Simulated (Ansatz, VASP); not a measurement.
Two plane-wave programs on TaN

```
CELL_PARAMETERS angstrom
5.19600 0.00000 0.00000
-2.59800 4.49987 0.00000
0.00000 0.00000 2.91100
ATOMIC_POSITIONS crystal
Ta 0.00000 0.00000 0.00000
Ta 0.66667 0.33333 0.50000
Ta 0.33333 0.66667 0.50000
N 0.00000 0.39285 0.00000
N 0.60715 0.60715 0.00000
N 0.39285 0.00000 0.00000
```

Alike in both runs: functional BLYP; k mesh 6 × 6 × 9; occupations fermi-dirac, width 0.05 eV; no spin polarisation.

```csv
,VASP,Ansatz
version,VASP 6.6.1,Ansatz 0.2.0
potentials or method,"VASP PAW PBE potentials, release 64 (Ta_pv, N)",Ansatz PAW
plane-wave cutoff (eV),520,420
valence electrons in the cell,48,54
task,single point,band structure
```

|  | VASP | Ansatz | Ansatz less VASP |
| --- | --- | --- | --- |
| gap on the k mesh at the Fermi level (eV) | none | none | - |
| pressure (GPa) | 17.3 | 15.3 | -2.02 |
| largest component of the traceless stress (GPa) | 0.97 | 0.97 | -0.002 |
| rms of the force components (eV/Å) | 0.006 | 0.017 | +0.0111 |

Atom by atom the forces differ by 0.011 eV/Å (rms over components). A gap of «none» marks a metal or a gap that the smearing closes. With one functional, cell and mesh, what is left measures potentials, basis and numerics. The two sets of potentials don't hold the same shells in valence.

Caveats: so large a pressure means that the cell lies far from this level's equilibrium, or that cutoff or potentials fall short; the potentials were made for another functional, which shifts forces and pressure (VASP); the pressure holds a Pulay correction of +0.5 GPa for the finite cutoff (Ansatz); spin-orbit coupling is left out, which moves the levels of the heavy elements (Ansatz); the PAW data sets come from PBE, with cores solved anew for the run's functional, which leaves a small shift of forces and pressure (Ansatz). The runs have no spin-orbit coupling, so splittings on Ta are missing.
